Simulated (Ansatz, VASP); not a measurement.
Given: the input of a run of VASP 6.6.1 on Te.

The input INCAR:

```
SYSTEM = Te
PREC     = Accurate       ! precision mode
ENCUT    = 520            ! plane-wave cutoff, eV
EDIFF    = 1E-6           ! SCF threshold, eV
ISMEAR   = -1             ! smearing method
SIGMA    = 0.05           ! smearing width, eV
LREAL    = .False.        ! projectors in reciprocal space
LASPH    = .True.         ! aspherical terms in the spheres
NELM     = 100            ! most SCF steps
ALGO     = Normal         ! electronic algorithm
ISIF     = 2              ! what is computed and relaxed
LWAVE    = .False.        ! write WAVECAR
LCHARG   = .False.        ! write CHGCAR
GGA      = PE             ! functional
NBANDS   = 9              ! bands
```

The input KPOINTS:

```
Automatic mesh
0
Gamma
  9 9 9
  0 0 0
```

The input POSCAR:

```
Te
1.0
    2.3511296351      1.3574253277      1.7241180786
   -2.3511296351      1.3574253277      1.7241180786
    0.0000000000     -2.7148506555      1.7241180786
Te
1
Direct
    0.5000000000      0.5000000000      0.5000000000
```

Potentials or basis: VASP PAW PBE potentials, release 64 (Te).

The run is started by

```bash
$ cat potpaw_PBE.64/Te/POTCAR > POTCAR
$ mpirun -np 1 vasp_std > vasp.out
```

Question: Set up the same calculation for Ansatz 0.2.0. Potentials there: all-electron LAPW, scalar-relativistic.

Answer: As run (the cutoff follows the program's own potentials):

File input.yaml:

```yaml
crystal:
  lattice:
    - [2.3511296351, 1.3574253277, 1.7241180786]
    - [-2.3511296351, 1.3574253277, 1.7241180786]
    - [0.0, -2.7148506555, 1.7241180786]
  atoms:
    - { symbol: Te, position: [0.5, 0.5, 0.5] }
kpoints:
  mp_grid: { grid: [9, 9, 9] }
scf:
  occupations: { method: fermi_dirac, width: 0.05 }
hamiltonian:
  xc: pbe
  pseudopotentials: { kind: all_electron, lapw: { basis_error: 0.0005 } }
output:
  forces: true
  stress: true
  eigenvalues: true
```

Potentials or basis: all-electron LAPW, scalar-relativistic.

Command:

```console
$ ansatz run input.yaml --threads 1 --pin off --max-ram 2560MiB --backend cpu --events-out ev --progress --plain --runs-dir out
```

Both were run:

|  | VASP | Ansatz | Ansatz less VASP |
| --- | --- | --- | --- |
| gap on the k mesh at the Fermi level (eV) | none | none | - |
| pressure (GPa) | -0.6 | -0.5 | +0.06 |
| largest component of the traceless stress (GPa) | 0.54 | 0.53 | -0.001 |

A gap of «none» marks a metal or a gap that the smearing closes. Ansatz ran all-electron here, so the differences hold the error of VASP's frozen core and of both bases.

The runs have no spin-orbit coupling, so splittings on Te are missing.
